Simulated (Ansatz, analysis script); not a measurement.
# Free-standing square V monolayer, spacing 3.216 Å: E(q) by the generalised Bloch theorem

Spirals are solved in the crystal's own cell at each q. What do they say of the order in a free-standing square V monolayer, spacing 3.216 Å?

Main program and level: Ansatz 0.2.0; LDA, PAW set soft_1 (files made for PBE).

Most raw output is cut from this account.

### 1. The structure

The cell holds 1 atom: 1 V. Cell: a = 3.216 Å, b = 3.216 Å, c = 14.000 Å, α = 90.0°, β = 90.0°, γ = 90.0°. An idealised lattice of chosen spacing, in vacuum. Vacuum lies along c.

### 2. Two spin channels first

The work starts on two spin channels, which tell the size of the moments.

input.yaml

```yaml
crystal:
  lattice:
    - [3.216, 0.0, 0.0]
    - [0.0, 3.216, 0.0]
    - [0.0, 0.0, 14.0]
  atoms:
    - { symbol: V, position: [0.0, 0.0, 0.5], spin: 1.5 }
magnetization:
  spin_polarized: true
kpoints:
  mp_grid: { grid: [6, 6, 1] }
hamiltonian:
  xc: lda
  pseudopotentials: { kind: paw, azcp: { folder: soft_1 }, xc_functional: pbe }
scf:
  occupations: { method: fermi_dirac, width: 0.05 }
  max_iter: 120
  convergence: { dr2_threshold: 1.0e-08 }
  lower_state_search: "off"
```

Launch:

```bash
$ ansatz run input.yaml --threads 4 --pin off --max-ram 8192MiB --backend cpu --events-out ev --progress --plain --runs-dir out
```

Elapsed: 1 s, on 4 threads of Arm Neoverse V2, shared host; peak memory 0.38 GiB.

Spin moment in the atom's sphere by atom:

| atom | spin moment in the atom's sphere (μB) |
| --- | --- |
| V1 | 3.26 |

The run ends ferromagnetic, with a net moment of 3.83 μB a cell. With one V atom carrying the moment, parallel order of its images is forced by the cell, not found.

### 3. The same state on a denser mesh

Levels at the Fermi energy are partly filled, so moments and energy differences can hang on the k-mesh, and the state is solved again on a denser one.

input.yaml, the sections that differ from step 2:

```yaml
crystal:
  lattice:
    - [3.216, 0.0, 0.0]
    - [0.0, 3.216, 0.0]
    - [0.0, 0.0, 14.0]
  atoms:
    - { symbol: V, position: [0.0, 0.0, 0.5], spin: 3.26 }
kpoints:
  mp_grid: { grid: [17, 17, 1] }
basis:
  ecutwfc: 420.0
checkpoint:
  read: start
  write: ck
  compress: false
  write_wavefunctions: false
  write_every: 100000
# magnetization, hamiltonian, scf: as in step 2
```

Wall time 1.4 s (4 threads); peak memory 0.5 GiB; 4.9 s of CPU time.

Spin moment in the atom's sphere by atom:

| atom | spin moment in the atom's sphere (μB) |
| --- | --- |
| V1 | 3.31 |

The run ends ferromagnetic, with a net moment of 3.96 μB a cell, against 3.83 μB on the first mesh.

Each spiral starts from these moments, tilted 90° from the rotation axis z (a flat spiral); sizes are free, while the program holds flat spirals in their plane. Spin–orbit coupling is switched off, so the energy does not depend on how the axis lies in the crystal. The folder named start holds the saved collinear state, from which each run begins.

The runs on spinors take the mesh 16×16×1.

### 4. q = (0, 0, 0)

The reference is the same input at q = 0, so that basis and exchange-correlation form match those at other q. Every q is chosen so that q/2 is a mesh vector: every spiral then samples the k-points of q = 0, and much mesh noise cancels.

input.yaml, the sections that differ from step 3:

```yaml
crystal:
  lattice:
    - [3.216, 0.0, 0.0]
    - [0.0, 3.216, 0.0]
    - [0.0, 0.0, 14.0]
  atoms:
    - { symbol: V, position: [0.0, 0.0, 0.5], spin: 3.31, spin_axis: [1.0, 0.0, 0.0] }
kpoints:
  mp_grid: { grid: [16, 16, 1] }
magnetization:
  noncollinear: true
  spin_spiral: { q: [0.0, 0.0, 0.0] }
checkpoint:
  read: start
# hamiltonian, scf, basis: as in step 3
```

Launch:

```bash
$ ansatz run input.yaml --threads 1 --pin off --max-ram 2048MiB --backend cpu --events-out ev --progress --plain --runs-dir out
```

Elapsed: 13 s, on 1 thread; peak memory 0.64 GiB.

The largest moment is 3.31 μB, against 3.31 μB in the collinear run.

### 5. q = (0, 0.25, 0)

Only q changes. The cell stays that of the crystal, since the generalised Bloch theorem carries the rotation from cell to cell.

input.yaml, as its differences from that of step 4:

```diff
@@ -21,3 +21,3 @@
   noncollinear: true
-  spin_spiral: { q: [0.0, 0.0, 0.0] }
+  spin_spiral: { q: [0.0, 0.25, 0.0] }
 checkpoint:
```

It took 29 s on 1 thread; peak memory 0.82 GiB.

The energy of the cell lies 21.9 meV below that at q = 0, and the largest moment is 3.25 μB against 3.31 μB.

### 6. q = (0, 0.5, 0)

input.yaml, as its differences from that of step 5:

```diff
@@ -21,3 +21,3 @@
   noncollinear: true
-  spin_spiral: { q: [0.0, 0.25, 0.0] }
+  spin_spiral: { q: [0.0, 0.5, 0.0] }
 checkpoint:
```

Elapsed: 35 s, on 1 thread; peak memory 0.85 GiB.

The energy of the cell lies 27.0 meV below that at q = 0, and the largest moment is 3.18 μB against 3.31 μB.

### 7. q = (0.25, 0.5, 0)

input.yaml, as its differences from that of step 6:

```diff
@@ -21,3 +21,3 @@
   noncollinear: true
-  spin_spiral: { q: [0.0, 0.5, 0.0] }
+  spin_spiral: { q: [0.25, 0.5, 0.0] }
 checkpoint:
```

Wall time 62 s (1 thread); peak memory 1.1 GiB.

The energy of the cell lies 26.9 meV above that at q = 0, and the largest moment is 3.08 μB against 3.31 μB.

### 8. q = (0.5, 0.5, 0)

input.yaml, as its differences from that of step 7:

```diff
@@ -21,3 +21,3 @@
   noncollinear: true
-  spin_spiral: { q: [0.25, 0.5, 0.0] }
+  spin_spiral: { q: [0.5, 0.5, 0.0] }
 checkpoint:
```

The job ended after 44 s (1 thread; peak memory 0.83 GiB).

The energy of the cell lies 124 meV above that at q = 0, and the largest moment is 2.95 μB against 3.31 μB.

The other 2 runs of this kind were made alike; their results stand in the table below.

### 9. The spirals together

| q (reciprocal lattice) | path length (1/Å) | E(q) − E(0) (meV a magnetic atom) | \|m\| V no. 1 (μB) |
| --- | --- | --- | --- |
| (0, 0, 0) | 0.000 | 0.00 | 3.31 |
| (0, 0.25, 0) | 0.488 | -21.86 | 3.25 |
| (0, 0.5, 0) | 0.977 | -27.03 | 3.18 |
| (0.25, 0.5, 0) | 1.465 | 26.94 | 3.08 |
| (0.5, 0.5, 0) | 1.954 | 123.93 | 2.95 |
| (0.375, 0.375, 0) | 2.299 | 63.94 | 3.03 |
| (0.125, 0.125, 0) | 2.990 | -15.60 | 3.28 |
| (0, 0, 0) | 3.335 | 0.00 | 3.31 |

### 10. A spin model

For rigid moments E(q) is a sum of cosines over neighbour shells, so a fit gives the couplings, and from them an ordering temperature.

E = −Σ J e·e over ordered pairs (each pair twice, J > 0 for parallel moments) is fitted to 6 points (copies by symmetry counted).

The fitted shells:

| pair | distance (Å) | neighbours a magnetic atom | J (meV) |
| --- | --- | --- | --- |
| V-V | 3.216 | 4 | 14.93 |
| V-V | 4.548 | 4 | -10.84 |
| V-V | 6.432 | 4 | -3.461 |

Numbers from this step:

| Property | Result |
| --- | --- |
| r.m.s. miss of the fit | 3.912 meV |
| ordering temperature, mean field | 256.5 K |
| wavevector of the mean-field order | -0.3333, 0, 0 reciprocal lattice |

### 11. Summary of results

| Quantity | Value |
| --- | --- |
| lowest point of the path | q = (0, 0.5, 0), -27.0 meV a magnetic atom from q = 0 |
| highest point | 124 meV a magnetic atom |
| J of the nearest shell | 14.9 meV |
| mean-field temperature | 257 K |

The state at q = (0, 0.5, 0) lies 27.0 meV a magnetic atom below the ferromagnetic start, so that start is not the lowest state; a flat spiral with q made of halves, on one magnetic atom a cell, is a collinear order of a doubled cell. The fitted model orders at q = (-0.333, 0, 0), a point that was not run, and the fit puts it within its error of the path's lowest. The moments change by at most 11 % from their size at q = 0, a modest change. The fit misses by 2.6 % of the energy range, so the shells describe the path well, though few points can't fix distant couplings. In a sheet or chain isotropic couplings alone give no order above 0 K (Mermin and Wagner), so the mean-field number is only an energy scale. The temperatures are those of classical unit spins, and mean field runs high. The 7 spiral runs took 4 min of wall time, added up. Energies are free energies at a smearing of 0.05 eV, and with partly filled levels differences shift, at times strongly, as the smearing goes to zero. The cell was taken as built, with atoms unrelaxed. In doubt: the program's search for lower states was switched off, so a lower magnetic state than those reached may exist.

[Logs and program files are shortened in this print: banners, set-up blocks, solver, clock and traceback lines can be left out without a mark of their own.]

[Logs are printed without paths, hosts, clocks, repeated set-up lines and the standing remarks that a program may print on its own settings, such as how far it seeks lower states.]

[Hosts, paths, dates, database ids (printed as entryN), source tags and the programs' standing remarks are cut or masked in the printed files.]
